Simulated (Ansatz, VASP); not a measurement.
## One calculation of SiC, two programs

The input INCAR:

```
SYSTEM = SiC
  PREC = Accurate
  ENCUT = 520
  EDIFF = 1E-6
  ISMEAR = 0
  SIGMA = 0.02
  LREAL = .False.
  LASPH = .True.
  NELM = 60
  ALGO = Normal
  ISIF = 2
  LWAVE = .False.
  LCHARG = .False.
  GGA = PE
  NBANDS = 11
```

Contents of KPOINTS:

```
regular mesh
0
Gamma
  10 10 10
  0 0 0
```

Contents of POSCAR:

```
SiC
1.0
    0.0000000000      2.1677462024      2.1677462024
    2.1677462024      0.0000000000      2.1677462024
    2.1677462024      2.1677462024      0.0000000000
Si C
1 1
Direct
    0.0000000000      0.0000000000      0.0000000000
    0.2500000000      0.2500000000      0.2500000000
```

Input for Ansatz:

```yaml
crystal:
  lattice:
    - [0.0, 2.1677462021, 2.1677462021]
    - [2.1677462021, 0.0, 2.1677462021]
    - [2.1677462021, 2.1677462021, 0.0]
  atoms:
    - { symbol: Si, position: [0.0, 0.0, 0.0] }
    - { symbol: C, position: [0.25, 0.25, 0.25] }
basis:
  ecutwfc: 420
kpoints:
  mp_grid: { grid: [10, 10, 10] }
hamiltonian:
  xc: pbe
scf:
  occupations: { method: gaussian, width: 0.02 }
output:
  forces: true
  stress: true
  eigenvalues: true
```

Alike in both runs: task single point; functional PBE; k mesh 10 × 10 × 10; occupations gaussian, width 0.02 eV; no spin polarisation.

|  | VASP | Ansatz |
| --- | --- | --- |
| version | VASP 6.6.1 | Ansatz 0.2.0 |
| potentials or method | VASP PAW PBE potentials, release 64 (Si, C) | scalar-relativistic, plane waves, PAW |
| plane-wave cutoff (eV) | 520 | 420 |
| valence electrons in the cell | 8 | 8 |

Ansatz gave:

```
gap on the k mesh at the Fermi level (eV) : 1.35
least direct gap on the mesh (eV)         : 4.56
pressure (GPa)                            : 6.9
```

**Question.** Estimate VASP's values.

**Answer.** gap on the k mesh at the Fermi level (eV): 1.34; least direct gap on the mesh (eV): 4.56; pressure (GPa): 6.8.

The functional is the same, so the differences come from potentials, cutoffs and numerics.

A k mesh can miss the band edges. PBE gaps usually lie below the measured ones, often by a third to a half.
